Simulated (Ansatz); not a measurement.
# HfO2: relaxation of cell and atoms with PBE+D4

HfO2:

```
Hf O
1.0
     0.00000    2.55750    2.55750
     2.55750    0.00000    2.55750
     2.55750    2.55750    0.00000
Hf O
1 2
Direct
  0.00000 0.00000 0.00000
  0.75000 0.75000 0.75000
  0.25000 0.25000 0.25000
```

Measurements of this composition are mostly on another form, of space group No. 14.

```yaml
Program: Ansatz 0.2.0
Task: relaxation of cell and atoms
Functional: PBE
Dispersion: D4
Potentials_or_basis: Ansatz PAW
Cutoff: "420 eV (not typed: the program's choice for these potentials)"
k_mesh: 9 × 9 × 9
Occupations: fermi-dirac, width 0.05 eV
Spin: no spin polarisation
```

```json
{
  "Relaxed volume": "10.89 Å³/atom",
  "Relaxed cell": "a = 3.589 Å, b = 3.589 Å, c = 3.589 Å, α = 60.00°, β = 60.00°, γ = 60.00°",
  "Space group after relaxing (to 0.05 Å)": "Fm-3m (No. 225)",
  "Energy gained by relaxing": "4.6 meV/atom",
  "Ionic steps": "6",
  "Pressure after relaxing": "0.0 GPa",
  "Band gap on the k mesh": "3.89 eV"
}
```

Step by step:
```tsv
step	energy change (eV)	largest force (eV/Å)	volume (Å³)
1	0.0000	0.0000	33.46
2	-0.0178	0.0000	32.53
3	-0.0175	0.0000	32.71
4	-0.0139	0.0000	32.71
5	-0.0141	0.0000	32.68
6	-0.0138	0.0000	32.68
```

Final structure:
```
Hf O
1.0
     0.00000    2.53757    2.53757
     2.53757    0.00000    2.53757
     2.53757    2.53757    0.00000
Hf O
1 2
Direct
  0.00000 0.00000 0.00000
  0.75000 0.75000 0.75000
  0.25000 0.25000 0.25000
```

It took 4.5 s on 2 threads of Intel(R) Xeon(R) Platinum 8375C CPU @ 2.90GHz (Ice Lake), on a shared host, peak memory 0.4 GiB.

Caveat: odd divisions of the mesh miss points on the zone boundary, where band edges often lie, so the gap on the mesh can be too wide; the plane-wave basis is chosen anew once the cell has moved, so the energies of steps on either side of that aren't comparable; the pressure holds a Pulay correction of +0.9 GPa for the finite cutoff; spin-orbit coupling is left out, which moves the levels of the heavy elements. A k mesh can miss the band edges.
